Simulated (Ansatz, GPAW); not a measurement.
**Geometry or basis: what sets the conductance of methoxybenzenedithiol between two Pt chains**

How well does methoxybenzenedithiol between two Pt chains conduct once its atoms have relaxed, and how much do cheaper levels lose?

Main program and level: GPAW 26.7.0 and Ansatz 0.2.0; Ansatz plane waves; relaxation of the junction with the lead ends held; PAW set soft_1, in the first sound run; inputs show where later runs differ.

This is a report of a sequence of runs, with most program output left out.

## (1) The structure

The cell holds 32 atoms: 16 Pt, 2 S, 6 H, 7 C and 1 O. Its edges and angles: a = 12.846 Å, b = 9.322 Å, c = 45.054 Å, α = 90.0°, β = 90.0°, γ = 90.0°. Regions: left lead, 8 atoms (8 Pt); channel, 16 atoms (2 S, 6 H, 7 C and 1 O); right lead, 8 atoms (8 Pt). Vacuum lies along a and b. The structure is stacked along c, and the current runs across the ab planes.

## (2) Relaxing the atoms

Transmission follows bond lengths closely, so the atoms between the held lead ends are relaxed first, from a slightly shaken start that lets symmetry break.

Input file input.yaml:

```yaml
crystal:
  lattice:
    - [12.845694271, 0.0, 0.0]
    - [0.0, 9.3220659987, 0.0]
    - [0.0, 0.0, 45.053722652]
  atoms:
    - { symbol: Pt, position: [0.5, 0.5, 0.026634869] }
    - { symbol: Pt, position: [0.5, 0.5, 0.0799046069] }
    - { symbol: Pt, position: [0.5, 0.5, 0.1331743449] }
    - { symbol: Pt, position: [0.5, 0.5, 0.1864440829] }
    - { symbol: Pt, position: [0.5, 0.5, 0.2397138208] }
    - { symbol: Pt, position: [0.5, 0.5, 0.2929835588] }
    - { symbol: Pt, position: [0.5021232294, 0.5024181227, 0.3462362915] }
    - { symbol: Pt, position: [0.5015238701, 0.4979051199, 0.3983048274] }
[... 20 atom lines left out ...]
    - { symbol: Pt, position: [0.5, 0.5, 0.8135559171] }
    - { symbol: Pt, position: [0.5, 0.5, 0.8668256551] }
    - { symbol: Pt, position: [0.5, 0.5, 0.9200953931] }
    - { symbol: Pt, position: [0.5, 0.5, 0.973365131] }
kpoints:
  mp_grid: { grid: [1, 1, 2] }
hamiltonian:
  xc: pbe
  pseudopotentials: { kind: paw, azcp: { folder: soft_1 } }
scf:
  occupations: { method: fermi_dirac, width: 0.1 }
relax:
  f_tol: 0.03
  max_steps: 80
  constraints: [{ sites: [0, 1, 2, 3, 4, 5, 26, 27, 28, 29, 30, 31] }]
```

On the command line:

```
$ ansatz run input.yaml --threads 4 --pin off --max-ram 8192MiB --backend cpu --events-out ev --progress --plain --runs-dir out
```

Elapsed: 13 min, on 4 threads of Arm Neoverse V1, shared host; peak memory 6.2 GiB.

The steps of the relaxation:

| step | energy less that of the first step (eV) | largest force component (eV/Å) |
| --- | --- | --- |
| 1 | 0.0000 | 7.2562 |
| 2 | -0.8793 | 3.0030 |
| 3 | -1.1877 | 0.6386 |
| 4 | -1.3566 | 0.3099 |
| 5 | -1.4994 | 0.2623 |
| 6 | -1.6279 | 0.2146 |
| 7 | -1.7147 | 0.1647 |
| 8 | -1.7448 | 0.1703 |
| 9 | -1.7449 | 0.1570 |
| 10 | -1.7522 | 0.1365 |
| 11 | -1.7557 | 0.0632 |
| 12 | -1.7572 | 0.0487 |
| 13 | -1.7592 | 0.0499 |
| 14 | -1.7597 | 0.0510 |
| 15 | -1.7609 | 0.0372 |
| 16 | -1.7619 | 0.0202 |
| 17 | -1.7624 | 0.0179 |
| 18 | -1.7627 | 0.0245 |

The atoms that moved most (Å):

| atom | dx | dy | dz | length |
| --- | --- | --- | --- | --- |
| Pt7 | -1.027 | 0.153 | -0.220 | 1.061 |
| Pt26 | 1.032 | -0.047 | 0.187 | 1.050 |
| H10 | 0.081 | -0.887 | 0.119 | 0.899 |
| S9 | -0.067 | -0.869 | -0.016 | 0.872 |
| H16 | -0.220 | -0.659 | 0.282 | 0.750 |
| C12 | -0.038 | -0.732 | 0.073 | 0.737 |
| C11 | -0.064 | -0.681 | -0.073 | 0.688 |
| C15 | -0.152 | -0.580 | 0.118 | 0.612 |

This step gave:

```
free energy         : -204577.5762 eV
smearing term TS    : 1.051 eV
symmetry operations : 1
```

The relaxation lowered the energy of the cell by 1.76 eV.

## (3) Plane waves, PBE

Plane waves give the reference curve, free of the bias of atom-centred orbitals.

This step: Ansatz plane waves; Landauer transmission by layers, zero bias; PAW set soft_1 (Ansatz 0.2.0).

Input file input.yaml:

```yaml
crystal:
  lattice:
    - [12.845694271, 0.0, 0.0]
    - [0.0, 9.3220659987, 0.0]
    - [0.0, 0.0, 45.053722652]
  atoms:
    - { symbol: Pt, position: [0.5, 0.5, 0.026634869] }
    - { symbol: Pt, position: [0.5, 0.5, 0.0799046069] }
    - { symbol: Pt, position: [0.5, 0.5, 0.1331743449] }
    - { symbol: Pt, position: [0.5, 0.5, 0.1864440829] }
    - { symbol: Pt, position: [0.5, 0.5, 0.2397138208] }
    - { symbol: Pt, position: [0.5, 0.5, 0.2929835588] }
    - { symbol: Pt, position: [0.4221958947, 0.518869251, 0.3413595813] }
    - { symbol: Pt, position: [0.481496556, 0.5059283621, 0.3927586881] }
[... 20 atom lines left out ...]
    - { symbol: Pt, position: [0.5, 0.5, 0.8135559171] }
    - { symbol: Pt, position: [0.5, 0.5, 0.8668256551] }
    - { symbol: Pt, position: [0.5, 0.5, 0.9200953931] }
    - { symbol: Pt, position: [0.5, 0.5, 0.973365131] }
kpoints:
  mp_grid: { grid: [1, 1, 2] }
hamiltonian:
  xc: pbe
  pseudopotentials: { kind: paw, azcp: { folder: soft_1 } }
scf:
  occupations: { method: fermi_dirac, width: 0.1 }
output:
  transmission:
    leads: [[0, 1]]
    e_range: [-2, 2]
    de: 0.025
    kmesh: [1, 1]
    reduced_basis: true
  write_potential: true
  write_density: true
  volumetric_format: npy
  elf: true
```

Wall time 2.7 h (4 threads); peak memory 6.7 GiB; 9.1 h of CPU time.

This step gave:

- free energy: -204577.5759 eV
- lead level: 0 eV from the Fermi level
- transmission at the Fermi level (one spin): 0.4259
- open channels of the lead at the Fermi level (one spin): 4
- step of the potential along the lead: 7.4 meV
- offset of the lead: 0 Å
- filling of the lead less its bulk value, in size: 6 meV
- conductance: 0.4490 G₀

One spin. The transmission, zone mean by energy, zero at the Fermi level:

| energy (eV) | transmission, zone mean |
| --- | --- |
| -2.000 | 0.918 |
| -1.900 | 0.845 |
| -1.800 | 0.723 |
| -1.700 | 0.539 |
| -1.600 | 0.319 |
| -1.500 | 0.0882 |
| -1.400 | 0.0680 |
| -1.300 | 0.441 |
| -1.200 | 0.155 |
| -1.100 | 0.154 |
| -1.000 | 0.303 |
| -0.900 | 0.522 |
| -0.800 | 0.617 |
| -0.700 | 0.650 |
| -0.600 | 0.966 |
| -0.500 | 0.949 |
| -0.400 | 1.00 |
| -0.300 | 0.867 |
| -0.200 | 0.990 |
| -0.175 | 0.995 |
| -0.100 | 0.773 |
| 0.000 | 0.426 |
| 0.100 | 0.291 |
| 0.200 | 0.284 |
| 0.300 | 0.463 |
| 0.400 | 0.965 |
| 0.500 | 0.142 |
| 0.600 | 0.0248 |
| 0.700 | 0.00541 |
| 0.800 | 1.8e-5 |
| 0.900 | 1.8e-6 |
| 1.000 | 2.3e-8 |
| 1.100 | 3.9e-7 |
| 1.200 | 1.5e-6 |
| 1.300 | 3.0e-6 |
| 1.400 | 4.7e-6 |
| 1.500 | 6.7e-6 |
| 1.600 | 9.1e-6 |
| 1.700 | 1.2e-5 |
| 1.800 | 1.6e-5 |
| 1.900 | 2.1e-5 |
| 2.000 | 2.7e-5 |

One spin. Table of open channels, zone mean by energy, zero at the Fermi level:

| energy (eV) | open channels, zone mean |
| --- | --- |
| -2.000 | 3 |
| -1.900 | 3 |
| -1.800 | 3 |
| -1.700 | 3 |
| -1.600 | 4 |
| -1.500 | 4 |
| -1.400 | 6 |
| -1.300 | 6 |
| -1.200 | 6 |
| -1.100 | 6 |
| -1.000 | 6 |
| -0.900 | 6 |
| -0.800 | 6 |
| -0.700 | 6 |
| -0.600 | 6 |
| -0.500 | 6 |
| -0.400 | 4 |
| -0.300 | 4 |
| -0.200 | 4 |
| -0.100 | 4 |
| 0.000 | 4 |
| 0.100 | 4 |
| 0.200 | 4 |
| 0.300 | 4 |
| 0.400 | 3 |
| 0.500 | 3 |
| 0.600 | 3 |
| 0.700 | 3 |
| 0.800 | 1 |
| 0.900 | 1 |
| 1.000 | 1 |
| 1.100 | 1 |
| 1.200 | 1 |
| 1.300 | 1 |
| 1.400 | 1 |
| 1.500 | 1 |
| 1.600 | 1 |
| 1.700 | 1 |
| 1.800 | 1 |
| 1.900 | 1 |
| 2.000 | 1 |

Crystal 0, spin -, k parallel (0, 0); distinct values, listed up to 1.5 1/Å. The Im kz of the slowest decaying states by energy, zero at the Fermi level:

| energy (eV) | decay 1 (Å⁻¹) | decay 2 (Å⁻¹) | decay 3 (Å⁻¹) | decay 4 (Å⁻¹) |
| --- | --- | --- | --- | --- |
| -2.000 | 0.386 | 0.616 | 0.616 | 1.37 |
| -1.800 | 0.274 | 0.506 | 0.506 | 1.35 |
| -1.600 | 0.351 | 0.351 | 1.33 | 1.36 |
| -1.400 | 1.31 | 1.34 | 1.38 | 1.46 |
| -1.200 | 1.29 | 1.32 | 1.36 | 1.44 |
| -1.000 | 1.27 | 1.30 | 1.34 | 1.42 |
| -0.800 | 1.25 | 1.28 | 1.32 | 1.40 |
| -0.600 | 1.23 | 1.26 | 1.30 | 1.38 |
| -0.400 | 0.0841 | 0.0842 | 1.21 | 1.24 |
| -0.200 | 0.347 | 0.347 | 1.19 | 1.22 |
| 0.000 | 0.467 | 1.17 | 1.20 | 1.24 |
| 0.200 | 0.552 | 1.15 | 1.18 | 1.22 |
| 0.400 | 0.139 | 0.619 | 1.13 | 1.16 |
| 0.600 | 0.240 | 0.672 | 1.10 | 1.13 |
| 0.800 | 0.00898 | 0.0221 | 0.307 | 0.718 |
| 1.000 | 0.114 | 0.115 | 0.359 | 0.757 |
| 1.200 | 0.155 | 0.156 | 0.402 | 0.790 |
| 1.400 | 0.182 | 0.183 | 0.438 | 0.820 |
| 1.600 | 0.202 | 0.202 | 0.468 | 0.847 |
| 1.800 | 0.215 | 0.216 | 0.495 | 0.870 |
| 2.000 | 0.223 | 0.224 | 0.519 | 0.891 |

Crystal 0, spin -, k parallel (0, 0). The Re kz of states that move upwards by energy, zero at the Fermi level:

| energy (eV) | channel 1 (Å⁻¹) | channel 2 (Å⁻¹) | channel 3 (Å⁻¹) | channel 4 (Å⁻¹) | channel 5 (Å⁻¹) | channel 6 (Å⁻¹) |
| --- | --- | --- | --- | --- | --- | --- |
| -2.000 | -0.642 | -0.641 | 0.727 | - | - | - |
| -1.800 | -0.602 | -0.601 | 0.747 | - | - | - |
| -1.600 | -0.563 | -0.562 | 0.0217 | 0.768 | - | - |
| -1.400 | -0.525 | -0.524 | 0.150 | 0.150 | 0.278 | 0.790 |
| -1.200 | -0.488 | -0.487 | 0.394 | 0.430 | 0.430 | 0.813 |
| -1.000 | -0.452 | -0.451 | 0.483 | 0.610 | 0.610 | 0.839 |
| -0.800 | -0.415 | -0.414 | 0.558 | 0.775 | 0.775 | 0.868 |
| -0.600 | -0.378 | -0.377 | 0.623 | 0.902 | 0.955 | 0.955 |
| -0.400 | -0.341 | -0.340 | 0.678 | 0.944 | - | - |
| -0.200 | -0.303 | -0.302 | 0.726 | 0.996 | - | - |
| 0.000 | -0.264 | -0.263 | 0.765 | 1.06 | - | - |
| 0.200 | -0.222 | -0.221 | 0.798 | 1.17 | - | - |
| 0.400 | -0.176 | -0.175 | 0.827 | - | - | - |
| 0.600 | -0.121 | -0.119 | 0.852 | - | - | - |
| 0.800 | 0.874 | - | - | - | - | - |
| 1.000 | 0.895 | - | - | - | - | - |
| 1.200 | 0.914 | - | - | - | - | - |
| 1.400 | 0.933 | - | - | - | - | - |
| 1.600 | 0.950 | - | - | - | - | - |
| 1.800 | 0.968 | - | - | - | - | - |
| 2.000 | 0.985 | - | - | - | - | - |

The electrostatic potential energy of an electron (with the applied field's), less the Fermi level, planar mean oscillates, so the rows of the table below give means over windows of 2.32 Å about each position, cut where the curve ends. Its first 14 maxima inside the range that stand out by 2 % of the span (Å: eV): 2.4: 5.84, 4.8: 5.83, 7.2: 5.81, 9.6: 5.77, 12.0: 5.71, 14.2: 5.46, 16.5: 5.39, 18.7: 5.01, 20.4: 4.53, 21.8: 3.82, 23.1: 3.66, 26.3: 4.80, 28.6: 5.27, 30.8: 5.40. Its first 14 minima: 1.3: 4.56, 3.7: 4.55, 6.1: 4.54, 8.4: 4.50, 10.8: 4.46, 13.2: 4.37, 15.3: 4.25, 17.7: 4.05, 19.9: 4.26, 21.4: 3.59, 22.7: 3.47, 23.9: 2.92, 27.3: 3.90, 29.7: 4.17.

Table of electrostatic potential energy of an electron (with the applied field's), less the Fermi level, planar mean by z; means over each step:

z (Å), electrostatic potential energy of an electron (with the applied field's), less the Fermi level, planar mean (eV) and a bar from the least value:
```
     1.16       5.18 #############################
     3.48       5.17 #############################
     5.80       5.16 #############################
     8.12       5.13 #############################
    10.44       5.10 ############################
    12.76       5.02 ###########################
    15.08       4.84 ########################
    17.40       4.68 #####################
    19.72       4.50 ###################
    22.04       3.67 ######
    24.36       3.32 
    26.68       4.28 ###############
    29.00       4.70 ######################
    31.32       4.84 ########################
    33.64       5.05 ###########################
    35.96       5.12 #############################
    38.28       5.17 #############################
    40.60       5.20 ##############################
    42.92       5.21 ##############################
```

The valence density, planar mean oscillates, so the rows of the table below give means over windows of 2.39 Å about each position, cut where the curve ends. Its first 14 maxima inside the range that stand out by 2 % of the span (Å: e/Å³): 1.3: 0.132, 3.7: 0.132, 6.1: 0.133, 8.4: 0.133, 10.8: 0.133, 13.2: 0.134, 15.3: 0.133, 17.7: 0.133, 24.6: 0.109, 27.3: 0.134, 29.7: 0.133, 31.8: 0.134, 34.2: 0.133, 36.6: 0.133. Its first 14 minima: 2.4: 0.0152, 4.8: 0.0152, 7.2: 0.0153, 9.6: 0.0152, 12.0: 0.0154, 14.2: 0.0200, 16.6: 0.0164, 18.7: 0.0229, 26.3: 0.0250, 28.4: 0.0166, 30.7: 0.0197, 33.1: 0.0154, 35.5: 0.0152, 37.9: 0.0153.

The valence density, planar mean by z; means over each step:

| z (Å) | valence density, planar mean (e/Å³) |
| --- | --- |
| 1.20 | 0.0628 |
| 3.58 | 0.0628 |
| 5.97 | 0.0629 |
| 8.36 | 0.0628 |
| 10.75 | 0.0629 |
| 13.14 | 0.0636 |
| 15.53 | 0.0640 |
| 17.92 | 0.0657 |
| 20.31 | 0.0390 |
| 22.70 | 0.0650 |
| 25.09 | 0.0723 |
| 27.48 | 0.0648 |
| 29.87 | 0.0649 |
| 32.26 | 0.0632 |
| 34.65 | 0.0628 |
| 37.04 | 0.0628 |
| 39.43 | 0.0628 |
| 41.82 | 0.0628 |
| 44.21 | 0.0746 |

ELF in the ca plane at fractional y = 0.511, with atoms of Pt and S and H and C and O within 0.2 Å of it. It is the smooth field of the valence electrons, not physical close to the nuclei.

Values in units of 1e-1, 13 rows by 16 columns, each cell a mean:
```
0.0 0.0 0.0 0.0 0.0 0.0 0.0 0.0 0.0 0.0 0.0 0.0 0.0 0.0 0.0 0.0
0.0 0.0 0.0 0.0 0.0 0.0 0.0 0.0 0.0 0.0 0.0 0.0 0.1 0.0 0.0 0.0
0.0 0.0 0.0 0.0 0.0 0.0 0.0 0.0 0.0 0.1 0.0 1.0 4.9 0.5 1.0 1.1
0.3 0.1 0.3 0.3 0.0 0.0 0.2 0.2 0.0 3.5 2.6 3.0 9.8 2.9 5.8 5.9
2.0 1.1 1.9 1.7 0.3 0.2 1.2 1.5 0.3 7.2 8.8 4.8 7.1 2.9 7.1 7.2
4.4 2.7 4.1 3.1 1.9 2.0 2.5 3.7 1.3 2.6 6.3 5.9 5.9 5.3 6.3 5.8
5.7 3.5 5.6 4.3 4.0 4.2 4.1 5.7 4.3 4.4 5.6 4.8 3.2 6.9 3.0 3.1
3.8 2.7 3.9 3.2 5.3 4.8 3.6 4.3 5.6 4.0 5.7 6.0 6.6 4.5 5.8 2.2
1.5 0.9 1.4 1.3 3.3 3.0 1.7 1.6 6.5 8.7 2.3 8.4 5.0 4.2 6.4 2.1
0.2 0.1 0.1 0.3 1.4 1.4 0.3 0.1 3.4 6.0 1.1 8.0 2.4 6.3 5.8 7.3
0.0 0.0 0.0 0.0 0.2 0.2 0.0 0.0 0.4 0.8 0.1 0.3 1.2 5.6 5.7 9.6
0.0 0.0 0.0 0.0 0.0 0.0 0.0 0.0 0.0 0.0 0.0 0.0 0.1 0.4 0.4 2.9
0.0 0.0 0.0 0.0 0.0 0.0 0.0 0.0 0.0 0.0 0.0 0.0 0.0 0.0 0.0 0.0
```
Columns run along c (16.0 Å, from fractional 0.24 to 0.59 of the cell), rows up along a (12.8 Å). Atoms in or near the plane, at fractional coordinates: Pt at (0.24, 0.50), Pt at (0.29, 0.50), Pt at (0.34, 0.42), Pt at (0.39, 0.48), S at (0.44, 0.40), H at (0.46, 0.63), C at (0.47, 0.46), C at (0.48, 0.57), H at (0.49, 0.31), C at (0.50, 0.39), C at (0.51, 0.61), C at (0.52, 0.43), C at (0.53, 0.54), O at (0.55, 0.37) and more.

Electrostatic potential energy in the ca plane at fractional y = 0.511, with atoms of Pt and S and H and C and O within 0.2 Å of it. With pseudopotentials it is smooth inside the atoms' cores, unlike the true potential.

Values in eV, 13 rows by 16 columns, each cell a mean:
```
  2   2   2   1   1   1   1   1   1   1   1   1   1   1   1   1
  2   2   2   1   1   1   1   1   1   1   1   1   1   1   1   1
  2   2   2   1   1   1   1   1   1   0   0   0   1   1   1   1
  2   2   2   2   1   1   1   0   0   0  -5  -5   0   0   1   1
  1   1   1   2   1   1   1   0 -13  -9 -26 -14  -9 -30  -7   0
-11 -26  -3   1  -1 -12  -6   0  -9 -48 -30 -35 -30 -38 -24 -38
-33 -60 -18 -26 -13 -57 -38  -8 -16 -37  -7 -30 -17  -3 -27 -57
 -5 -14 -24 -61 -23 -26 -20 -41 -29 -31 -42 -46 -30  -5  -2  -6
  2   1  -3 -16  -3   1  -2 -19  -8  -8 -25  -6 -33 -10   1   1
  2   2   1   1   1   1   1   1   1  -2  -5  -5 -43 -12  -1   1
  2   2   1   1   1   1   1   1   1   0   0  -2  -7  -6  -1   1
  2   2   1   1   1   1   1   1   1   1   0   0   0   0   0   1
  2   2   2   1   1   1   1   1   1   1   1   0   0   1   1   1
```
Columns run along c (16.0 Å, from fractional 0.27 to 0.62 of the cell; values clipped at the 3rd and 97th percentile), rows up along a (12.8 Å). Atoms in or near the plane, at fractional coordinates: Pt at (0.29, 0.50), Pt at (0.34, 0.42), Pt at (0.39, 0.48), S at (0.44, 0.40), H at (0.46, 0.63), C at (0.47, 0.46), C at (0.48, 0.57), H at (0.49, 0.31), C at (0.50, 0.39), C at (0.51, 0.61), C at (0.52, 0.43), C at (0.53, 0.54), O at (0.55, 0.37), S at (0.56, 0.60) and more.

Valence density in the ca plane at fractional y = 0.511, with atoms of Pt and S and H and C and O within 0.2 Å of it. It is the smooth field of the valence electrons, not physical close to the nuclei.

Values in units of 1e0 e/Å³, 13 rows by 16 columns, each cell a mean:
```
0.0 0.0 0.0 0.0 0.0 0.0 0.0 0.0 0.0 0.0 0.0 0.0 0.0 0.0 0.0 0.0
0.0 0.0 0.0 0.0 0.0 0.0 0.0 0.0 0.0 0.0 0.0 0.0 0.0 0.0 0.0 0.0
0.0 0.0 0.0 0.0 0.0 0.0 0.0 0.0 0.0 0.0 0.0 0.0 0.0 0.0 0.0 0.0
0.0 0.0 0.0 0.0 0.0 0.0 0.0 0.0 0.0 0.1 0.3 0.0 0.1 0.0 0.0 0.0
0.0 0.0 0.0 0.0 0.0 0.0 0.0 0.4 0.6 0.9 1.0 0.3 0.8 0.4 0.1 0.1
2.1 0.4 0.1 0.1 0.5 0.5 0.1 0.3 1.6 1.4 1.5 1.3 0.9 1.1 3.8 1.1
8.3 1.7 1.9 0.8 5.4 5.3 0.4 0.6 1.6 0.5 1.0 1.1 0.2 1.0 7.2 1.5
1.0 0.8 7.8 2.7 1.6 1.7 0.9 1.0 1.2 1.6 1.7 2.0 1.1 0.1 0.4 0.1
0.0 0.1 0.9 0.3 0.1 0.1 0.6 0.5 0.3 1.3 0.4 2.3 1.8 0.0 0.0 0.0
0.0 0.0 0.0 0.0 0.0 0.0 0.0 0.0 0.0 0.2 0.2 1.4 0.9 0.1 0.0 0.0
0.0 0.0 0.0 0.0 0.0 0.0 0.0 0.0 0.0 0.0 0.1 0.4 0.4 0.1 0.0 0.0
0.0 0.0 0.0 0.0 0.0 0.0 0.0 0.0 0.0 0.0 0.0 0.0 0.0 0.0 0.0 0.0
0.0 0.0 0.0 0.0 0.0 0.0 0.0 0.0 0.0 0.0 0.0 0.0 0.0 0.0 0.0 0.0
```
Columns run along c (16.0 Å, from fractional 0.29 to 0.64 of the cell), rows up along a (12.8 Å). Atoms in or near the plane, at fractional coordinates: Pt at (0.29, 0.50), Pt at (0.34, 0.42), Pt at (0.39, 0.48), S at (0.44, 0.40), H at (0.46, 0.63), C at (0.47, 0.46), C at (0.48, 0.57), H at (0.49, 0.31), C at (0.50, 0.39), C at (0.51, 0.61), C at (0.52, 0.43), C at (0.53, 0.54), O at (0.55, 0.37), S at (0.56, 0.60) and more.

The largest of the program's own error estimates on the conductance is 7.7 %. T at the Fermi level is 0.426 of 4 open channels a spin, without spin-orbit coupling, which is large for these atoms.

(Part 1 of 2 ends here.)

[Logs are printed without paths, hosts, clocks, repeated set-up lines and the standing remarks that a program may print on its own settings, such as how far it seeks lower states.]

[Hosts, paths, dates, database ids (printed as entryN), source tags and the programs' standing remarks are cut or masked in the printed files.]
